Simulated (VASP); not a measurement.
# Cu2O (Pn-3m) in VASP: a series of runs

The runs below take Cu2O through relaxation of cell and atoms, with PBEsol.

Program: VASP 6.6.1. These are calculated values, not measurements. Logs are shortened: lines on timing, memory, paths and dates and some standing lists are left out, and cuts for length are marked.

**1. The structure**

It takes space group Pn-3m (No. 224, cubic). Conventional cell: a = 4.260 Å, b = 4.260 Å, c = 4.260 Å, α = 90.00°, β = 90.00°, γ = 90.00°. Cu (site symmetry -3m) is surrounded by 2 O at 1.84 Å. Around O (site symmetry -43m) lie 4 Cu at 1.84 Å.

**2. Relaxation of cell and atoms, PBEsol**

INCAR

```
SYSTEM = Cu2O
PREC = Accurate
ENCUT = 600
EDIFF = 1E-6
ISMEAR = 0
SIGMA = 0.03
LREAL = .False.
LASPH = .True.
NELM = 80
ALGO = Normal
ISIF = 3
LWAVE = .False.
LCHARG = .False.
GGA = PS
IBRION = 2
NSW = 90
EDIFFG = -0.01
KPAR = 2
```

KPOINTS

```
Automatic mesh
0
Gamma
  6 6 6
  0 0 0
```

POSCAR

```
Cu2O
1.0
    4.2600000000      0.0000000000      0.0000000000
    0.0000000000      4.2600000000      0.0000000000
    0.0000000000      0.0000000000      4.2600000000
Cu O
4 2
Direct
    0.2500000000      0.2500000000      0.2500000000
    0.2500000000      0.7500000000      0.7500000000
    0.7500000000      0.7500000000      0.2500000000
    0.7500000000      0.2500000000      0.7500000000
    0.0000000000      0.0000000000      0.0000000000
    0.5000000000      0.5000000000      0.5000000000
```

Potentials or basis: VASP PAW PBE potentials, release 64 (Cu, O).

Launch:

```console
> cat potpaw_PBE.64/Cu/POTCAR potpaw_PBE.64/O/POTCAR > POTCAR
> mpirun -np 2 vasp_std > vasp.out
```

OUTCAR:

```text
SYSTEM = Cu2O
   PREC = Accurate
   ENCUT = 600
   EDIFF = 1E-6
   ISMEAR = 0
   LREAL = .False.
   LASPH = .True.
   NELM = 80
   ISIF = 3
   GGA = PS
   IBRION = 2
   NSW = 90
   EDIFFG = -0.01

 ion  position               nearest neighbor table
   1  0.250  0.250  0.250-   5 1.84   6 1.84
   2  0.250  0.750  0.750-   5 1.84   6 1.84
   3  0.750  0.750  0.250-   5 1.84   6 1.84
   4  0.750  0.250  0.750-   5 1.84   6 1.84
   5  0.000  0.000  0.000-   1 1.84   2 1.84   3 1.84   4 1.84
   6  0.500  0.500  0.500-   1 1.84   2 1.84   3 1.84   4 1.84

  LATTYP: Found a simple cubic cell.
 ALAT       =     4.2600000000

  Lattice vectors:

 A1 = (   4.2600000000,   0.0000000000,   0.0000000000)
 A2 = (   0.0000000000,   4.2600000000,   0.0000000000)
 A3 = (   0.0000000000,   0.0000000000,   4.2600000000)

Analysis of symmetry for initial positions (statically):
=====================================================================
 Subroutine PRICEL returns:
 Original cell was already a primitive cell.

 Routine SETGRP: Setting up the symmetry group for a
 simple cubic supercell.

 Subroutine GETGRP returns: Found 48 space group operations
 (whereof 24 operations were pure point group operations)
 out of a pool of 48 trial point group operations.

The static configuration has the point symmetry T_d .
 The point group associated with its full space group is O_h .

Analysis of symmetry for dynamics (positions and initial velocities):
=====================================================================
 Subroutine PRICEL returns:
 Original cell was already a primitive cell.

 Routine SETGRP: Setting up the symmetry group for a
 simple cubic supercell.

 Subroutine GETGRP returns: Found 48 space group operations
 (whereof 24 operations were pure point group operations)
 out of a pool of 48 trial point group operations.

The dynamic configuration has the point symmetry T_d .
 The point group associated with its full space group is O_h .

 Subroutine INISYM returns: Found 48 space group operations
 (whereof 24 operations are pure point group operations),
 and found     1 'primitive' translations

----------------------------------------------------------------------------------------

                                     Primitive cell

  volume of cell :      77.3088

  direct lattice vectors                    reciprocal lattice vectors
     4.260000000  0.000000000  0.000000000     0.234741784  0.000000000  0.000000000
     0.000000000  4.260000000  0.000000000     0.000000000  0.234741784  0.000000000
     0.000000000  0.000000000  4.260000000     0.000000000  0.000000000  0.234741784

  length of vectors
     4.260000000  4.260000000  4.260000000     0.234741784  0.234741784  0.234741784

  position of ions in fractional coordinates (direct lattice)
     0.250000000  0.250000000  0.250000000
     0.250000000  0.750000000  0.750000000
     0.750000000  0.750000000  0.250000000
     0.750000000  0.250000000  0.750000000
     0.000000000  0.000000000  0.000000000
     0.500000000  0.500000000  0.500000000

  ion indices of the primitive-cell ions
   primitive index   ion index
                 1           1
                 2           2
                 3           3
                 4           4
                 5           5
                 6           6

----------------------------------------------------------------------------------------

 KPOINTS: Automatic mesh

Automatic generation of k-mesh.
 Grid dimensions read from file:
 generate k-points for:    6    6    6

 Generating k-lattice:

  Cartesian coordinates                     Fractional coordinates (reciprocal lattice)
     0.039123631  0.000000000  0.000000000     0.166666667  0.000000000  0.000000000
     0.000000000  0.039123631  0.000000000     0.000000000  0.166666667  0.000000000
     0.000000000  0.000000000  0.039123631     0.000000000  0.000000000  0.166666667

  Length of vectors
     0.039123631  0.039123631  0.039123631

  Shift w.r.t. Gamma in fractional coordinates (k-lattice)
     0.000000000  0.000000000  0.000000000

 Subroutine IBZKPT returns following result:
 ===========================================

 Found     20 irreducible k-points:

 Following reciprocal coordinates:
            Coordinates               Weight
  0.000000  0.000000  0.000000      1.000000
  0.166667  0.000000  0.000000      6.000000
  0.333333  0.000000  0.000000      6.000000
  0.500000  0.000000  0.000000      3.000000
  0.166667  0.166667  0.000000     12.000000
  0.333333  0.166667  0.000000     24.000000
[... 12 lines left out ...]
  0.500000  0.500000  0.333333      6.000000
  0.500000  0.500000  0.500000      1.000000
   k-points           NKPTS =     20   k-points in BZ     NKDIM =     20   number of bands    NBANDS=     33
   number of dos      NEDOS =    301   number of ions     NIONS =      6
   total plane-waves  NPLWV =  46656
   dimension x,y,z NGX =    36 NGY =   36 NGZ =   36
   dimension x,y,z NGXF=    72 NGYF=   72 NGZF=   72
   ions per type =               4   2
   NGX,Y,Z   is equivalent  to a cutoff of  14.05, 14.05, 14.05 a.u.
   NGXF,Y,Z  is equivalent  to a cutoff of  28.10, 28.10, 28.10 a.u.
 SYSTEM =  Cu2O
   PREC   = accura    normal or accurate (medium, high low for compatibility)
   ISTART =      0    job   : 0-new  1-cont  2-samecut
   ICHARG =      2    charge: 1-file 2-atom 10-const
   ISPIN  =      1    spin polarized calculation?
   LNONCOLLINEAR =      F non collinear calculations
   LSORBIT =      F    spin-orbit coupling
   LASPH  =      T    aspherical Exc in radial PAW
   ENCUT  =  600.0 eV  44.10 Ry    6.64 a.u.   8.51  8.51  8.51*2*pi/ulx,y,z
   NELM   =     80;   NELMIN=  2; NELMDL= -5     # of ELM steps
   EDIFF  = 0.1E-05   stopping-criterion for ELM
   LREAL  =      F    real-space projection
   EDIFFG = -.1E-01   stopping-criterion for IOM
   NSW    =     90    number of steps for IOM
   IBRION =      2    ionic relax: 0-MD 1-quasi-New 2-CG
   NFREE  =      1    steps in history (QN), initial steepest desc. (CG)
   ISIF   =      3    stress and relaxation
   ISYM   =      2    0-nonsym 1-usesym 2-fastsym
   POTIM  = 0.5000    time-step for ionic-motion
   TEBEG  =    0.0;   TEEND  =   0.0 temperature during run
   PSTRESS=    0.0 pullay stress
   NELECT =      56.0000    total number of electrons
   NUPDOWN=      -1.0000    fix difference up-down
   EMIN   =  10.00;   EMAX   =-10.00  energy-range for DOS
   EFERMI =   0.00;   METHOD = LEGACY
   ISMEAR =     0;   SIGMA  =   0.03  broadening in eV -4-tet -1-fermi 0-gaus
   EFERMI_NEDOS =   21; number of points for ismear=-14 and -15
   IALGO  =     38    algorithm
   IMIX   =      4    mixing-type and parameters
     AMIX     =   0.40;   BMIX     =  1.00
     AMIX_MAG =   1.60;   BMIX_MAG =  1.00
  volume/ion in A,a.u.               =      12.88        86.95
  Fermi-wavevector in a.u.,A,eV,Ry     =   1.470261  2.778391 29.411289  2.161669
  Thomas-Fermi vector in A             =   2.585540
   LORBIT       =      0    0 simple, 1 ext, 2 COOP (PROOUT), +10 PAW based schemes
   GGA     = PS    functional components
   LHFCALC =     F    Hartree Fock is set to
   AEXX    =    0.0000 exact exchange contribution
   IVDW    =     0    specifies the selected vdW correction
   LEPSILON=     F    determine dielectric tensor
   LRPA    =     F    only Hartree local field effects (RPA)
 conjugate gradient relaxation of ions
 non-spin polarized calculation
 Gauss-broadening in eV      SIGMA  =   0.03
  energy-cutoff  :      600.00
  volume of cell :       77.31
 maximum number of plane-waves:      2601
 NGX is ok and might be reduce to    36
   NGX = 17   NGY = 17   NGZ = 17

--------------------------------------- Ionic step        1  -------------------------------------------

 number of electron      55.9999977 magnetization

 Free energy of the ion-electron system (eV)
  ---------------------------------------------------
  ext. energy  EPLUGINS =         0.00000000
  ---------------------------------------------------
  free energy    TOTEN  =       -29.95998794 eV

  energy without entropy =      -29.95998794  energy(sigma->0) =      -29.95998794

------------------------ aborting loop because EDIFF is reached ----------------------------------------

  FORCE on cell =-STRESS in cart. coord.  units (eV):
  Direction    XX          YY          ZZ          XY          YZ          ZX
  --------------------------------------------------------------------------------------
  -------------------------------------------------------------------------------------
  Total       -1.2138706     -1.2138706     -1.2138706     -0.0000000      0.0000000      0.0000000
  in kB      -25.1567299    -25.1567299    -25.1567299     -0.0000000      0.0000000      0.0000000
  external PRESSURE =     -25.1567299 kB  Pullay stress =       0.0000000 kB
[... 65 lines left out ...]
  energy  without entropy=      -29.9699198499  energy(sigma->0) =      -29.96991985

--------------------------------------- Ionic step        3  -------------------------------------------

 number of electron      56.0000013 magnetization

 Free energy of the ion-electron system (eV)
  ---------------------------------------------------
  ext. energy  EPLUGINS =         0.00000000
  ---------------------------------------------------
  free energy    TOTEN  =       -29.97244474 eV

  energy without entropy =      -29.97244474  energy(sigma->0) =      -29.97244474

 E-fermi :   4.9673     XC(G=0): -11.3907

 val. band max:        4.8381704454   @ k =   0.0000   0.0000   0.0000
 cond. band min:       5.3898641909   @ k =   0.0000   0.0000   0.0000
 fundamental gap:      0.5516937455
 Fermi energy:         4.9672956987

 k-point     1 :       0.0000    0.0000    0.0000
  band No.  band energies     occupation
      1     -15.4325      2.00000
      2     -14.6348      2.00000
      3      -2.6450      2.00000
      4      -2.6450      2.00000
      5      -2.6450      2.00000
      6      -0.1975      2.00000
[... 742 lines left out ...]
  FREE ENERGIE OF THE ION-ELECTRON SYSTEM (eV)
  ---------------------------------------------------
  free  energy   TOTEN  =       -29.9724447441 eV

  energy  without entropy=      -29.9724447441  energy(sigma->0) =      -29.97244474

 reached required accuracy - stopping structural energy minimisation
```

It took 49 s on 2 MPI ranks of AMD EPYC 9R45 (Zen 5), shared host; peak memory 0.2 GiB.

Results:

- Free energy: -29.9724 eV
- Relaxed volume: 12.62 Å³/atom
- Relaxed cell: a = 4.231 Å, b = 4.231 Å, c = 4.231 Å, α = 90.00°, β = 90.00°, γ = 90.00°
- Space group after relaxing (to 0.05 Å): Pn-3m (No. 224)
- Energy gained by relaxing: 2.1 meV/atom
- Ionic steps: 3
- Pressure after relaxing: 0.0 GPa
- Band gap on the k mesh: 0.55 eV, direct

The path:
```
step  energy change (eV)  largest force (eV/Å)  pressure (GPa)  volume (Å³)
   1              0.0000                0.0000           -2.52        77.31
   2             -0.0099                0.0000            1.14        75.07
   3             -0.0125                0.0000            0.04        75.75
```

Final structure:
```yaml
crystal:
  lattice:
    - [4.23113, 0.00000, 0.00000]
    - [0.00000, 4.23113, 0.00000]
    - [0.00000, 0.00000, 4.23113]
  atoms:
    - { symbol: Cu, position: [0.25000, 0.25000, 0.25000] }
    - { symbol: Cu, position: [0.25000, 0.75000, 0.75000] }
    - { symbol: Cu, position: [0.75000, 0.75000, 0.25000] }
    - { symbol: Cu, position: [0.75000, 0.25000, 0.75000] }
    - { symbol: O, position: [0.00000, 0.00000, 0.00000] }
    - { symbol: O, position: [0.50000, 0.50000, 0.50000] }
```

Caveat: the PAW data sets were made with another functional, which shifts forces and pressure a little. A k mesh can miss the band edges.

**3. Relaxation of cell and atoms, PBEsol**

This run uses another cell than the first one, of 12.62 Å³/atom, 0.980 times its volume.

Changes to INCAR since step 2:

```diff
@@ -3,3 +3,3 @@
 ENCUT = 600
-EDIFF = 1E-6
+EDIFF = 1E-7
 ISMEAR = 0
@@ -16,3 +16,3 @@
 NSW = 90
-EDIFFG = -0.01
+EDIFFG = -0.005
 KPAR = 2
```

KPOINTS is that of step 2.

POSCAR

```
Cu2O                                    
1.0
    4.2311326687      0.0000000000      0.0000000000
   -0.0000000000      4.2311326687     -0.0000000000
    0.0000000000      0.0000000000      4.2311326687
  Cu              O             
     4     2
Direct
     0.2500000000000000    0.2500000000000000    0.2500000000000000
     0.2500000000000000    0.7500000000000000    0.7500000000000000
     0.7500000000000000    0.7500000000000000    0.2500000000000000
     0.7500000000000000    0.2500000000000000    0.7500000000000000
     0.0000000000000000    0.0000000000000000    0.0000000000000000
     0.5000000000000000    0.5000000000000000    0.5000000000000000
```

Potentials or basis: VASP PAW PBE potentials, release 64 (Cu, O).

Launch:

```console
> cat potpaw_PBE.64/Cu/POTCAR potpaw_PBE.64/O/POTCAR > POTCAR
> mpirun -np 2 vasp_std > vasp.out
```

Wall time 24 s (2 MPI ranks of AMD EPYC 9R45 (Zen 5), shared host); peak memory 0.2 GiB.

The run converged. Its results:

* Free energy: -29.9704 eV
* Pressure after relaxing: 0.0 GPa
* Band gap on the k mesh: 0.55 eV, direct

Final structure:
```yaml
crystal:
  lattice:
    - [4.23113, 0.00000, 0.00000]
    - [0.00000, 4.23113, 0.00000]
    - [0.00000, 0.00000, 4.23113]
  atoms:
    - { symbol: Cu, position: [0.25000, 0.25000, 0.25000] }
    - { symbol: Cu, position: [0.25000, 0.75000, 0.75000] }
    - { symbol: Cu, position: [0.75000, 0.75000, 0.25000] }
    - { symbol: Cu, position: [0.75000, 0.25000, 0.75000] }
    - { symbol: O, position: [0.00000, 0.00000, 0.00000] }
    - { symbol: O, position: [0.50000, 0.50000, 0.50000] }
```

Levels at points of the mesh, in eV from the valence-band top:
| k point | band 26 | band 27 | band 28 | band 29 | band 30 | band 31 |
| --- | --- | --- | --- | --- | --- | --- |
| (0.00, 0.00, 0.00) | 0.00 | 0.00 | 0.00 | 0.55 | 1.11 | 1.11 |
| (0.50, 0.00, 0.00) | -1.23 | -0.41 | -0.41 | 2.29 | 2.29 | 4.18 |
| (0.50, 0.50, 0.00) | -1.24 | -0.68 | -0.68 | 1.88 | 1.88 | 3.87 |
| (0.50, 0.50, 0.50) | -0.59 | -0.59 | -0.59 | 2.37 | 2.37 | 2.37 |

Caveat: the relaxation stopped at its first step, so nothing moved; the PAW data sets were made with another functional, which shifts forces and pressure a little.
